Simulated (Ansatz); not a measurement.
**MgI2 in Ansatz: convergence with xc grid**

Crystal: MgI2.

```
I Mg
1.0
     4.14000    0.00000    0.00000
    -2.07000    3.58535    0.00000
     0.00000    0.00000    6.88000
I Mg
2 1
Cartesian
  2.0700 1.1951 5.1600
  0.0000 2.3902 1.7200
  0.0000 0.0000 0.0000
```

- Program: Ansatz 0.2.0
- Task: convergence study
- Functional: PBE
- Potentials or basis: Ansatz PAW
- Cutoff: 420 eV (not typed: the program's choice for these potentials)
- k mesh: 6 × 6 × 4
- Occupations: gaussian, width 0.1 eV
- Spin: no spin polarisation

These are the settings of the first run; the series varies xc grid, with any setting tied to it.

Hardware: 2 threads of Arm Neoverse V2, on a shared host.

```
xc grid  energy less the tightest run, at zero smearing (meV/atom)  SCF cycles  CPU time (s)  peak memory (GiB)
      1                                                       0.00           7           2.6               0.35
      2                                                       0.00           7           2.7               0.36
      3                                                       0.00           7           2.8                0.4
      4                                                       0.00           7             3               0.47
      5                                                       0.00           7           3.3               0.58
```

Against the tightest run, the energy stays within 1 meV/atom from 1 on. The tightest run that finished is the yardstick and may itself not be fully converged.
